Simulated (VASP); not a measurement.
# LiH2 (I4/mmm) in VASP: further runs

The runs below take LiH2 through relaxation of cell and atoms, single point, molecular dynamics, relaxation of the atoms, with PBE, PBEsol, PW91+D4, rev-vdW-DF2, PW91.

All numbers are computed with VASP 6.6.1; they aren't measurements. Logs are shortened: lines on timing, memory, paths and dates and some standing lists are left out, and cuts for length are marked.

### 1 The structure

Symmetry: I4/mmm, No. 139, tetragonal system. The conventional cell has a = 3.552 Å, b = 3.552 Å, c = 3.147 Å, α = 90.00°, β = 90.00°, γ = 90.00°. Around Li (site symmetry 4/mmm) lie 8 H at 1.94 Å. Around H (site symmetry -4m2) lie 2 H at 1.57 Å.

The cell was built by a generator and needn't be a form met in nature.

### 2 Relaxation of cell and atoms, PBE

The input, INCAR:

```
ALGO = Normal ; EDIFF = 1E-6
EDIFFG = -0.01 ; ENCUT = 600
GGA = PE ; IBRION = 2
ISIF = 3 ; ISMEAR = 0
LASPH = True ; LCHARG = False
LREAL = False ; LWAVE = False
NELM = 80 ; NSW = 40
PREC = Accurate ; SIGMA = 0.05
```

The input, KPOINTS:

```
k-points
0
Gamma
  11 11 11
```

The input, POSCAR:

```
LiH2
1.0
   -1.7759100000      1.7759100000      1.5733100000
    1.7759100000     -1.7759100000      1.5733100000
    1.7759100000      1.7759100000     -1.5733100000
Li H
1 2
Direct
    0.0000000000      0.0000000000      0.0000000000
    0.2500000000      0.7500000000      0.5000000000
    0.7500000000      0.2500000000      0.5000000000
```

Potentials or basis: VASP PAW PBE potentials, release 64 (Li_sv, H).

Launch:

```console
> cat potpaw_PBE.64/Li_sv/POTCAR potpaw_PBE.64/H/POTCAR > POTCAR
> mpirun -np 1 vasp_std > vasp.out
```

OUTCAR:

```text
EDIFF = 1E-6
   EDIFFG = -0.01
   ENCUT = 600
   GGA = PE
   IBRION = 2
   ISIF = 3
   ISMEAR = 0
   LASPH = True
   LREAL = False
   NELM = 80
   NSW = 40
   PREC = Accurate

 ion  position               nearest neighbor table
   1  0.000  0.000  0.000-
   2  0.250  0.750  0.500-
   3  0.750  0.250  0.500-

  LATTYP: Found a body centered tetragonal cell.
 ALAT       =     3.5518200000
 C/A-ratio  =     0.8859176422

  Lattice vectors:

 A1 = (  -1.7759100000,   1.7759100000,   1.5733100000)
 A2 = (   1.7759100000,  -1.7759100000,   1.5733100000)
 A3 = (   1.7759100000,   1.7759100000,  -1.5733100000)

Analysis of symmetry for initial positions (statically):
=====================================================================
 Subroutine PRICEL returns:
 Original cell was already a primitive cell.

 Routine SETGRP: Setting up the symmetry group for a
 body centered tetragonal supercell.

 Subroutine GETGRP returns: Found 16 space group operations
 (whereof 16 operations were pure point group operations)
 out of a pool of 16 trial point group operations.

The static configuration has the point symmetry D_4h.

Analysis of symmetry for dynamics (positions and initial velocities):
=====================================================================
 Subroutine PRICEL returns:
 Original cell was already a primitive cell.

 Routine SETGRP: Setting up the symmetry group for a
 body centered tetragonal supercell.

 Subroutine GETGRP returns: Found 16 space group operations
 (whereof 16 operations were pure point group operations)
 out of a pool of 16 trial point group operations.

The dynamic configuration has the point symmetry D_4h.

 Subroutine INISYM returns: Found 16 space group operations
 (whereof 16 operations are pure point group operations),
 and found     1 'primitive' translations

----------------------------------------------------------------------------------------

                                     Primitive cell

  volume of cell :      19.8480

  direct lattice vectors                    reciprocal lattice vectors
    -1.775910000  1.775910000  1.573310000     0.000000000  0.281545799  0.317801323
     1.775910000 -1.775910000  1.573310000     0.281545799  0.000000000  0.317801323
     1.775910000  1.775910000 -1.573310000     0.281545799  0.281545799  0.000000000

  length of vectors
     2.963615530  2.963615530  2.963615530     0.424577105  0.424577105  0.398165887
[... 97 lines left out ...]
   EFERMI =   0.00;   METHOD = LEGACY
   ISMEAR =     0;   SIGMA  =   0.05  broadening in eV -4-tet -1-fermi 0-gaus
   EFERMI_NEDOS =   21; number of points for ismear=-14 and -15
   IALGO  =     38    algorithm
   IMIX   =      4    mixing-type and parameters
     AMIX     =   0.40;   BMIX     =  1.00
     AMIX_MAG =   1.60;   BMIX_MAG =  1.00
  volume/ion in A,a.u.               =       6.62        44.65
  Fermi-wavevector in a.u.,A,eV,Ry     =   1.033934  1.953852 14.544890  1.069019
  Thomas-Fermi vector in A             =   2.168205
   LORBIT       =      0    0 simple, 1 ext, 2 COOP (PROOUT), +10 PAW based schemes
   GGA     = PE    functional components
   LHFCALC =     F    Hartree Fock is set to
   AEXX    =    0.0000 exact exchange contribution
   IVDW    =     0    specifies the selected vdW correction
   LEPSILON=     F    determine dielectric tensor
   LRPA    =     F    only Hartree local field effects (RPA)
 conjugate gradient relaxation of ions
 non-spin polarized calculation
 Gauss-broadening in eV      SIGMA  =   0.05
  energy-cutoff  :      600.00
  volume of cell :       19.85
 maximum number of plane-waves:       675
   NGX = 11   NGY = 11   NGZ = 11

--------------------------------------- Ionic step        1  -------------------------------------------

 number of electron       5.0000001 magnetization

 Free energy of the ion-electron system (eV)
  ---------------------------------------------------
  ext. energy  EPLUGINS =         0.00000000
  ---------------------------------------------------
  free energy    TOTEN  =        -8.16728707 eV

  energy without entropy =       -8.16678834  energy(sigma->0) =       -8.16703770

------------------------ aborting loop because EDIFF is reached ----------------------------------------

  FORCE on cell =-STRESS in cart. coord.  units (eV):
  Direction    XX          YY          ZZ          XY          YZ          ZX
  --------------------------------------------------------------------------------------
  -------------------------------------------------------------------------------------
  Total        0.0050024      0.0050024     -0.0705094      0.0000000      0.0000000      0.0000000
  in kB        0.4038024      0.4038024     -5.6916962      0.0000000      0.0000000      0.0000000
  external PRESSURE =      -1.6280304 kB  Pullay stress =       0.0000000 kB
[... 61 lines left out ...]
--------------------------------------- Ionic step        3  -------------------------------------------

 number of electron       5.0000000 magnetization

 Free energy of the ion-electron system (eV)
  ---------------------------------------------------
  ext. energy  EPLUGINS =         0.00000000
  ---------------------------------------------------
  free energy    TOTEN  =        -8.16742163 eV

  energy without entropy =       -8.16695363  energy(sigma->0) =       -8.16718763

 E-fermi :   2.0990     XC(G=0):  -8.7777

 val. band max:        2.0731399095   @ k =   0.1818   0.1818   0.0000
 cond. band min:       2.1026432237   @ k =   0.4545   0.2727   0.0909
 fundamental gap:      0.0295033142
 Fermi energy:         2.0990418119

 k-point     1 :       0.0000    0.0000    0.0000
  band No.  band energies     occupation
      1     -44.3390      2.00000
      2      -7.3646      2.00000
      3       8.1464      0.00000
      4      14.3983      0.00000
      5      14.5105      0.00000
      6      14.5105      0.00000
[... 199 lines left out ...]
 k-point    24 :      -0.1818    0.1818    0.0000
  band No.  band energies     occupation
      1     -44.3319      2.00000
      2      -6.9173      2.00000
      3       7.4848      0.00000
      4       9.1826      0.00000
      5      14.2752      0.00000
      6      15.0554      0.00000

 [... further k-points ...]

------------------------ aborting loop because EDIFF is reached ----------------------------------------

  FORCE on cell =-STRESS in cart. coord.  units (eV):
  Direction    XX          YY          ZZ          XY          YZ          ZX
  --------------------------------------------------------------------------------------
  -------------------------------------------------------------------------------------
  Total       -0.0017857     -0.0017857     -0.0036362      0.0000000      0.0000000      0.0000000
  in kB       -0.1445899     -0.1445899     -0.2944229      0.0000000      0.0000000      0.0000000
  external PRESSURE =      -0.1945343 kB  Pullay stress =       0.0000000 kB
[... 18 lines left out ...]
  FREE ENERGIE OF THE ION-ELECTRON SYSTEM (eV)
  ---------------------------------------------------
  free  energy   TOTEN  =        -8.1674216333 eV

  energy  without entropy=       -8.1669536342  energy(sigma->0) =       -8.16718763

 reached required accuracy - stopping structural energy minimisation
```

Wall time 9.2 s (1 thread of Intel Xeon Platinum 8559C (Emerald Rapids), shared host); peak memory 0.14 GiB.

What came out:

- Free energy: -8.1674 eV
- Relaxed volume: 6.60 Å³/atom
- Relaxed cell: a = 2.961 Å, b = 2.961 Å, c = 2.961 Å, α = 106.28°, β = 106.28°, γ = 116.07°
- Space group after relaxing (to 0.05 Å): I4/mmm (No. 139)
- Energy gained by relaxing: 0.0 meV/atom
- Ionic steps: 3
- Pressure after relaxing: 0.0 GPa
- Band gap on the k mesh: none (metal or under the smearing width)

Step by step:
| step | energy change (eV) | largest force (eV/Å) | pressure (GPa) | volume (Å³) |
| --- | --- | --- | --- | --- |
| 1 | 0.0000 | 0.0000 | -0.16 | 19.85 |
| 2 | -0.0001 | 0.0000 | -0.11 | 19.83 |
| 3 | -0.0001 | 0.0000 | -0.02 | 19.79 |

Final structure:
```cif
data_structure
_symmetry_space_group_name_H-M 'P 1'
_symmetry_Int_Tables_number 1
_cell_length_a 2.9612
_cell_length_b 2.9612
_cell_length_c 2.9612
_cell_angle_alpha 106.277
_cell_angle_beta 106.277
_cell_angle_gamma 116.068
_cell_volume 19.79
loop_
_atom_site_label
_atom_site_type_symbol
_atom_site_fract_x
_atom_site_fract_y
_atom_site_fract_z
_atom_site_occupancy
Li1 Li 0.00000 0.00000 0.00000 1
H1 H 0.25000 0.75000 0.50000 1
H2 H 0.75000 0.25000 0.50000 1
```

Levels at points of the mesh, in eV from the Fermi level:
```csv
k point,band 1,band 2,band 3,band 4,band 5,band 6
"(0.00, 0.00, 0.00)",-46.44,-9.46,6.05,12.30,12.41,12.41
```

Caveat: the cutoff is under 1.25 times the usual one of these potentials, so pressure, stress and relaxed cells hold a basis-set (Pulay) error.

### 3 Relaxation of cell and atoms, PBEsol

The input, INCAR:

```
SYSTEM = LiH2
PREC = Accurate
ENCUT = 600
EDIFF = 1E-6
ISMEAR = 0
SIGMA = 0.05
LREAL = .FALSE.
LASPH = .TRUE.
NELM = 80
ALGO = Normal
ISIF = 3
LWAVE = .FALSE.
LCHARG = .FALSE.
GGA = PS
IBRION = 2
NSW = 60
EDIFFG = -0.01
```

The input, KPOINTS:

```
regular mesh
0
G
  11 11 11
  0 0 0
```

POSCAR is that of step 2.

Potentials or basis: VASP PAW PBE potentials, release 64 (Li_sv, H).

Launch:

```console
> cat potpaw_PBE.64/Li_sv/POTCAR potpaw_PBE.64/H/POTCAR > POTCAR
> mpirun -np 1 vasp_std > vasp.out
```

OUTCAR:

```text
SYSTEM = LiH2
   PREC = Accurate
   ENCUT = 600
   EDIFF = 1E-6
   ISMEAR = 0
   LREAL = .FALSE.
   LASPH = .TRUE.
   NELM = 80
   ISIF = 3
   GGA = PS
   IBRION = 2
   NSW = 60
   EDIFFG = -0.01

 ion  position               nearest neighbor table
   1  0.000  0.000  0.000-
   2  0.250  0.750  0.500-
   3  0.750  0.250  0.500-

  LATTYP: Found a body centered tetragonal cell.
 ALAT       =     3.5518200000
 C/A-ratio  =     0.8859176422

  Lattice vectors:

 A1 = (  -1.7759100000,   1.7759100000,   1.5733100000)
 A2 = (   1.7759100000,  -1.7759100000,   1.5733100000)
 A3 = (   1.7759100000,   1.7759100000,  -1.5733100000)

[... 296 lines left out ...]
  free energy    TOTEN  =        -8.18961037 eV

  energy without entropy =       -8.18908004  energy(sigma->0) =       -8.18934521

 E-fermi :   2.2979     XC(G=0):  -8.9819

 val. band max:        2.2954452021   @ k =   0.1818   0.1818   0.0000
 cond. band min:       2.3774476685   @ k =  -0.2727   0.4545   0.1818
 fundamental gap:      0.0820024664
 Fermi energy:         2.2978946155

 k-point     1 :       0.0000    0.0000    0.0000
  band No.  band energies     occupation
      1     -43.5485      2.00000
      2      -7.4071      2.00000
      3       8.6669      0.00000
      4      14.6373      0.00000
      5      14.6487      0.00000
      6      14.6487      0.00000
[... 199 lines left out ...]
 k-point    24 :      -0.1818    0.1818    0.0000
  band No.  band energies     occupation
      1     -43.5401      2.00000
      2      -6.9517      2.00000
      3       7.9577      0.00000
      4       9.2372      0.00000
      5      14.4303      0.00000
      6      15.2347      0.00000

 [... further k-points ...]

------------------------ aborting loop because EDIFF is reached ----------------------------------------

  FORCE on cell =-STRESS in cart. coord.  units (eV):
  Direction    XX          YY          ZZ          XY          YZ          ZX
  --------------------------------------------------------------------------------------
  -------------------------------------------------------------------------------------
  Total       -0.0122395     -0.0122395      0.0121627      0.0000000     -0.0000000      0.0000000
  in kB       -1.0148998     -1.0148998      1.0085355      0.0000000     -0.0000000      0.0000000
  external PRESSURE =      -0.3404214 kB  Pullay stress =       0.0000000 kB
[... 18 lines left out ...]
  FREE ENERGIE OF THE ION-ELECTRON SYSTEM (eV)
  ---------------------------------------------------
  free  energy   TOTEN  =        -8.1896103739 eV

  energy  without entropy=       -8.1890800402  energy(sigma->0) =       -8.18934521

 reached required accuracy - stopping structural energy minimisation
```

OSZICAR:

```text
N       E                     dE             d eps       ncg     rms          rms(c)
DAV:   1     0.914966204152E+00    0.91497E+00   -0.17790E+03  1524   0.740E+02
DAV:   2    -0.813121296854E+01   -0.90462E+01   -0.83568E+01  2028   0.908E+01
DAV:   3    -0.836149317212E+01   -0.23028E+00   -0.22850E+00  1902   0.155E+01
[... 23 lines left out ...]
DAV:   1    -0.818961711631E+01   -0.10787E-03   -0.31624E-03  1824   0.734E-01    0.950E-02
DAV:   2    -0.818964258987E+01   -0.25474E-04   -0.71636E-04  1692   0.250E-01    0.717E-02
DAV:   3    -0.818962584213E+01    0.16748E-04   -0.14184E-04  2736   0.102E-01    0.472E-02
DAV:   4    -0.818961050067E+01    0.15341E-04   -0.19115E-05  2550   0.434E-02    0.649E-03
DAV:   5    -0.818961037389E+01    0.12678E-06   -0.10512E-06  1092   0.113E-02
   4 F= -.81896104E+01 E0= -.81893452E+01  d E =-.214482E-02
```

Wall time 13 s (1 thread of Intel Xeon Platinum 8559C (Emerald Rapids), shared host); peak memory 0.13 GiB.

What came out:

| Item | Value |
| --- | --- |
| Free energy | -8.1896 eV |
| Relaxed volume | 6.44 Å³/atom |
| Relaxed cell | a = 2.938 Å, b = 2.938 Å, c = 2.938 Å, α = 106.23°, β = 106.23°, γ = 116.17° |
| Space group after relaxing (to 0.05 Å) | I4/mmm (No. 139) |
| Energy gained by relaxing | 0.7 meV/atom |
| Ionic steps | 4 |
| Pressure after relaxing | 0.0 GPa |
| Band gap on the k mesh | none (metal or under the smearing width) |

Step by step:
| step | energy change (eV) | largest force (eV/Å) | pressure (GPa) | volume (Å³) |
| --- | --- | --- | --- | --- |
| 1 | 0.0000 | 0.0000 | -1.16 | 19.85 |
| 2 | -0.0010 | 0.0000 | -0.87 | 19.71 |
| 3 | -0.0020 | 0.0000 | -0.27 | 19.43 |
| 4 | -0.0021 | 0.0000 | -0.03 | 19.32 |

Final structure:
```yaml
crystal:
  lattice:
    - [-1.76344, 1.76344, 1.55334]
    - [1.76344, -1.76344, 1.55334]
    - [1.76344, 1.76344, -1.55334]
  atoms:
    - { symbol: Li, position: [0.00000, 0.00000, 0.00000] }
    - { symbol: H, position: [0.25000, 0.75000, 0.50000] }
    - { symbol: H, position: [0.75000, 0.25000, 0.50000] }
```

Levels at points of the mesh, in eV from the Fermi level:
```
           k point  band 1  band 2  band 3  band 4  band 5  band 6
(0.00, 0.00, 0.00)  -45.85   -9.70    6.37   12.34   12.35   12.35
```

Caveat: the cutoff is under 1.25 times the usual one of these potentials, so pressure, stress and relaxed cells hold a basis-set (Pulay) error; the PAW data sets were made with another functional, which shifts forces and pressure a little.

### 4 Single point, PW91+D4

The input, INCAR:

```
SYSTEM = LiH2
PREC = Accurate ; ENCUT = 520
EDIFF = 1E-7 ; ISMEAR = 0
SIGMA = 0.01 ; LREAL = .FALSE.
LASPH = .TRUE. ; NELM = 100
ALGO = Fast ; ISIF = 2
LWAVE = .FALSE. ; LCHARG = .TRUE.
GGA = 91 ; IVDW = 13
VDW_S6 = 1.0 ; VDW_S8 = 0.77283111
VDW_A1 = 0.39581542 ; VDW_A2 = 4.93405761
LELF = .TRUE. ; LVHAR = .TRUE.
```

The input, KPOINTS:

```
Automatic mesh
0
G
  11 11 11
  0 0 0
```

The input, POSCAR:

```
LiH2
2.9636
   -0.599240788231      0.599240788231      0.530877986233
    0.599240788231     -0.599240788231      0.530877986233
    0.599240788231      0.599240788231     -0.530877986233
Li H
1 2
Direct
    0.0000000000      0.0000000000      0.0000000000
    0.2500000000      0.7500000000      0.5000000000
    0.7500000000      0.2500000000      0.5000000000
```

Launch:

```console
> cat potpaw_PBE.64/Li_sv/POTCAR potpaw_PBE.64/H/POTCAR > POTCAR
> mpirun -np 1 vasp_std > vasp.out
```

Wall time 14 s (1 thread of Intel Xeon Platinum 8559C (Emerald Rapids), shared host); peak memory 0.13 GiB.

The run converged. Its results:

```
Free energy                : -8.4231 eV
Band gap on the k mesh     : none (metal or under the smearing width)
Dispersion energy per atom : -0.059 eV
```

Levels at points of the mesh, in eV from the Fermi level:
| k point | band 1 | band 2 | band 3 | band 4 | band 5 |
| --- | --- | --- | --- | --- | --- |
| (0.00, 0.00, 0.00) | -46.51 | -9.40 | 5.97 | 12.39 | 12.53 |

Caveat: the cutoff is under 1.25 times the usual one of these potentials, so pressure, stress and relaxed cells hold a basis-set (Pulay) error; the PAW data sets were made with another functional, which shifts forces and pressure a little; pairwise dispersion overbinds metals, which lowers pressure and volume.

### 5 Molecular dynamics, rev-vdW-DF2, collinear spin, antiferromagnetic start

This run uses another cell than the first one: it holds 12 atoms, not 3.

The input, INCAR:

```
PREC = Normal
ENCUT = 420
EDIFF = 1E-5
ISMEAR = -1
SIGMA = 0.02
LREAL = Auto
LASPH = True
NELM = 100
ALGO = Fast
ISIF = 2
LWAVE = False
LCHARG = False
ISPIN = 2
MAGMOM = 0.5 -0.5 0.5 -0.5 0 0 0 0 0 0 0 0
LORBIT = 11
GGA = MK
LUSE_VDW = True
AGGAC = 0.0
PARAM1 = 0.1234
PARAM2 = 0.711357
ZAB_VDW = -1.8867
IBRION = 0
NSW = 40
POTIM = 0.5
TEBEG = 1000
TEEND = 1000
ISYM = 0
NELMIN = 4
RANDOM_SEED = 161307 0 0
MDALGO = 2
SMASS = 0
```

The input, KPOINTS:

```
regular mesh
0
Gamma
  2 2 4
```

The input, POSCAR:

```
LiH2
1.0
   -3.5518200000      3.5518200000      3.1466200000
    3.5518200000     -3.5518200000      3.1466200000
    1.7759100000      1.7759100000     -1.5733100000
Li H
4 8
Cartesian
    0.0000000000      0.0000000000      0.0000000000
    1.7759100000     -1.7759100000      1.5733100000
   -1.7759100000      1.7759100000      1.5733100000
    0.0000000000      0.0000000000      3.1466200000
    1.7759100000      0.0000000000      0.7866550000
    3.5518200000     -1.7759100000      2.3599650000
    0.0000000000      1.7759100000      2.3599650000
    1.7759100000      0.0000000000      3.9332750000
    0.0000000000      1.7759100000      0.7866550000
    1.7759100000      0.0000000000      2.3599650000
   -1.7759100000      3.5518200000      2.3599650000
    0.0000000000      1.7759100000      3.9332750000
```

Launch:

```console
> cat potpaw_PBE.64/Li_sv/POTCAR potpaw_PBE.64/H/POTCAR > POTCAR
> mpirun -np 1 vasp_std > vasp.out
```

It took 11 min on 1 thread of Intel Xeon Platinum 8559C (Emerald Rapids), shared host; peak memory 0.32 GiB.

The run converged, but a check on its numbers failed (symmetry, net force, bounds or a known fault of this set-up), so they aren't taken as properties of the crystal.

Caveat: the k mesh is coarse (spacing up to 0.67 Å⁻¹), so the values aren't converged; the cutoff lies under the usual one of these potentials, so the numbers hold a large basis-set error; the PAW data sets were made with another functional, which shifts forces and pressure a little.

(Part 1 of 2 ends here.)
